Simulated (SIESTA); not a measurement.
Crystal: SiS2.

```xyz
6
Lattice="-2.7820 4.7725 2.7760 2.7820 -4.7725 2.7760 2.7820 4.7725 -2.7760" Properties=species:S:1:pos:R:3 pbc="T T T"
S     1.1618   -1.1282    2.7760
S     1.6202    5.9007    0.0000
S     1.6202    3.6443    2.7760
S     1.1618    1.1282    0.0000
Si    0.0000    0.0000    1.3880
Si    0.0000    0.0000    4.1640
```

Program: SIESTA 5.4.2. Alike in all runs: no spin polarisation; cell as given; smearing fermi-dirac 0.05 eV; grid cutoff 500 Ry; energy shift 0.003 Ry.

Task: Order these runs on this cell by their pressure, lowest first.
A. level PBE; potentials or basis PseudoDojo 0.4 standard (PBE files), DZP (energy shift 0.003 Ry); k mesh 7 × 7 × 7
B. level PBEsol; potentials or basis PseudoDojo 0.4 standard (PBEsol files), DZP (energy shift 0.003 Ry); k mesh 7 × 7 × 7
C. level LDA; potentials or basis PseudoDojo 0.4 standard (LDA files), TZP (energy shift 0.003 Ry); k mesh 5 × 5 × 5; wannier functions 16; bands left out below 0; projections ["S:s", "S:p"]; wannier mesh 4 × 4 × 4

Result: C (0.2 GPa), B (2.3 GPa), A (3.8 GPa).

Caveats: the basis of atomic orbitals isn't converged, which shifts pressures, moduli and gaps.

Not every run made on this cell is shown here.
